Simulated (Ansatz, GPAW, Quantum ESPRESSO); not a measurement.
# Fitting the LDA energy curve of BaZrO3

```
CELL_PARAMETERS angstrom
4.19134 0.00000 0.00000
0.00000 4.19134 0.00000
0.00000 0.00000 4.19134
ATOMIC_POSITIONS crystal
Ba 0.00000 0.00000 0.00000
Zr 0.50000 0.50000 0.50000
O 0.50000 0.50000 0.00000
O 0.50000 0.00000 0.50000
O 0.00000 0.50000 0.50000
```

The cell was scaled at fixed shape and fractions and run with Ansatz, Ansatz PAW, cutoff 420 eV; LDA, k mesh 6 × 6 × 6 on the cell of 5 atoms, fermi-dirac occupations of 0.05 eV, no spin polarisation, no spin-orbit coupling. The potentials were made for PBE. Energies are those that the program minimises, any entropy of the smearing included.

```tsv
V (Å³/atom)	energy over the lowest row (meV/atom)
13.8426	6.66
14.1371	0.00
14.4316	0.40
14.7261	?
15.0207	19.24
15.3152	36.42
15.6097	58.11
```

Task: Fit the third-order Birch-Murnaghan form, give V0, B0 and B′, and predict the energy left open.

Result: With y = (V0/V)^(2/3), E = E0 + (9 V0 B0/16) [(y - 1)³ B′ + (y - 1)² (6 - 4y)]. Least squares through the rows shown give V0 = 14.2666 Å³/atom, E0 = -0.64 meV, B0 = 175.5 GPa (1 eV/Å³ = 160.218 GPa) and B′ = 4.48, with a largest miss of 0.02 meV. At V = 14.7261 the form with these constants gives 7.01 meV; the run gave 7.11 meV an atom. Other set-ups at this level, from all their volumes (Å³/atom, GPa): GPAW, the program's PAW data sets (release 1.2.1) made for this functional: V0 14.205, B0 174.6; Quantum ESPRESSO, GBRV 1.5 LDA: V0 14.338, B0 175.7. Measured volume: 14.74 Å³/atom at 300 K (a printed reference work), so the fit lies -3.2 % from it. The runs are for a static lattice.
